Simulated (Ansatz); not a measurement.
Crystal: RbBr.

```
Rb Br
1.0
     4.12608    0.00000    0.00000
     0.00000    4.12608    0.00000
     0.00000    0.00000    4.12608
Rb Br
1 1
Direct
  0.00000 0.00000 0.00000
  0.50000 0.50000 0.50000
```

The cell comes from a database or a generator and needn't be the stable form of this composition.

- Program: Ansatz 0.2.0
- Task: relaxation of cell and atoms
- Functional: PBE
- Potentials or basis: Ansatz PAW
- Cutoff: 420 eV (not typed: the program's choice for these potentials)
- k mesh: 7 × 7 × 7
- Occupations: fermi-dirac, width 0.05 eV
- Spin: no spin polarisation

At the start: volume 35.12 Å³/atom.

Task: How do energy, volume and symmetry change on relaxing?

Result: It ends after 4 steps and the volume is 36.86 Å³/atom (+4.9 %); space group Pm-3m (No. 221, to 0.05 Å).

Step by step:
```csv
step,energy change (eV),largest force (eV/Å),volume (Å³)
1,0.0000,0.0000,70.24
2,-0.0056,0.0000,71.69
3,-0.0086,0.0000,73.71
4,-0.0087,0.0000,73.71
```

Final structure:
```
CELL_PARAMETERS angstrom
4.19287 0.00000 0.00000
0.00000 4.19287 0.00000
0.00000 0.00000 4.19287
ATOMIC_POSITIONS crystal
Rb 0.00000 0.00000 0.00000
Br 0.50000 0.50000 0.50000
```

Caveat: the plane-wave basis is chosen anew once the cell has moved, so the energies of steps on either side of that aren't comparable.
